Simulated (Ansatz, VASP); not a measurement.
# SnO in VASP and in Ansatz

INCAR

```
SYSTEM = SnO
PREC     = Accurate       ! precision mode
ENCUT    = 520            ! plane-wave cutoff, eV
EDIFF    = 1E-6           ! SCF threshold, eV
ISMEAR   = 0              ! smearing method
SIGMA    = 0.02           ! smearing width, eV
LREAL    = .FALSE.        ! projectors in reciprocal space
LASPH    = .TRUE.         ! aspherical terms in the spheres
NELM     = 100            ! most SCF steps
ALGO     = Fast           ! electronic algorithm
ISIF     = 2              ! what is computed and relaxed
LWAVE    = .FALSE.        ! write WAVECAR
LCHARG   = .FALSE.        ! write CHGCAR
GGA      = PE             ! functional
NBANDS   = 28             ! bands
```

The input KPOINTS:

```
regular mesh
0
G
  7 7 6
  0 0 0
```

File POSCAR:

```
SnO
1.0
    3.8136952200      0.0000000000      0.0000000000
    0.0000000000      3.8136952200      0.0000000000
    0.0000000000      0.0000000000      4.8869133000
Sn O
2 2
Direct
    0.5000000000      0.0000000000      0.7646261400
    0.0000000000      0.5000000000      0.2353738600
    0.0000000000      0.0000000000      0.0000000000
    0.5000000000      0.5000000000      0.0000000000
```

Contents of input.yaml:

```yaml
crystal:
  lattice:
    - [3.81369522, 0.0, 0.0]
    - [0.0, 3.81369522, 0.0]
    - [0.0, 0.0, 4.8869133]
  atoms:
    - { symbol: Sn, position: [0.5, 0.0, 0.76462614] }
    - { symbol: Sn, position: [0.0, 0.5, 0.23537386] }
    - { symbol: O, position: [0.0, 0.0, 0.0] }
    - { symbol: O, position: [0.5, 0.5, 0.0] }
hamiltonian:
  xc: pbe
  pseudopotentials: { kind: paw }
kpoints:
  mp_grid: { grid: [7, 7, 6] }
scf:
  occupations: { method: gaussian, width: 0.02 }
output:
  forces: true
  stress: true
  eigenvalues: true
```

The cell is a database's computed one.

Alike in both runs: task single point; functional PBE; k mesh 7 × 7 × 6; occupations gaussian, width 0.02 eV; no spin polarisation.

|  | VASP | Ansatz |
| --- | --- | --- |
| version | VASP 6.6.1 | Ansatz 0.2.0 |
| potentials or method | VASP PAW PBE potentials, release 64 (Sn_d, O) | Ansatz PAW |
| plane-wave cutoff (eV) | 520 | 420 |
| valence electrons in the cell | 40 | 40 |

Ansatz gave:

| Item | Value |
| --- | --- |
| gap on the k mesh at the Fermi level (eV) | 0.37 |
| least direct gap on the mesh (eV) | 2.07 |
| pressure (GPa) | 3.6 |
| largest component of the traceless stress (GPa) | 0.63 |
| rms of the force components (eV/Å) | 0.151 |

**Question.** Which values does VASP return?

**Answer.** gap on the k mesh at the Fermi level (eV): 0.38; least direct gap on the mesh (eV): 2.05; pressure (GPa): 3.8; largest component of the traceless stress (GPa): 0.61; rms of the force components (eV/Å): 0.186.

Atom by atom the forces differ by 0.035 eV/Å (rms over components).

Caveats: spin-orbit coupling is left out, which moves the levels of the heavy elements; an odd mesh through Γ misses points on the zone boundary, where band edges often lie (VASP); odd divisions of the mesh miss points on the zone boundary, where band edges often lie, so the gap on the mesh can be too wide (Ansatz); the pressure holds a Pulay correction of +0.5 GPa for the finite cutoff (Ansatz). Expect the measured gap to be larger: semilocal functionals such as PBE lack the derivative discontinuity.
